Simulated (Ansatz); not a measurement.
Runs of Ansatz 0.2.0 on BP. The structure is cubic, space group F-43m (No. 216). The conventional cell has a = 4.538 Å, b = 4.538 Å, c = 4.538 Å, α = 90.00°, β = 90.00°, γ = 90.00°. Around P (site symmetry -43m) lie 4 B at 1.97 Å. B (site symmetry -43m) is surrounded by 4 P at 1.97 Å. 

```csv
task,level,cell,smearing,gap on the mesh (eV),pressure (GPa),relaxed volume (Å³/atom)
single point,PBE,as given,gaussian 0.03 eV,1.24,1.1,-
relaxation of cell and atoms,BLYP+D4,relaxed,fermi-dirac 0.05 eV,1.49,0.0,(a)
relaxation of cell and atoms,BLYP+D3(BJ),relaxed,fermi-dirac 0.05 eV,1.49,0.0,11.43
single point,PBE,as given,gaussian 0.029 eV,1.24,1.1,-
```

Alike in all rows: potentials or basis Ansatz PAW; no spin polarisation; k mesh 10 × 10 × 10; cutoff (eV) 420.

Question: Estimate the missing entries.

Answer: (a) 11.40.

Caveats: the plane-wave basis is chosen anew once the cell has moved, so the energies of steps on either side of that aren't comparable (some runs); the PAW data sets come from PBE, with cores solved anew for the run's functional, which leaves a small shift of forces and pressure (some runs).

A k mesh can miss the band edges.
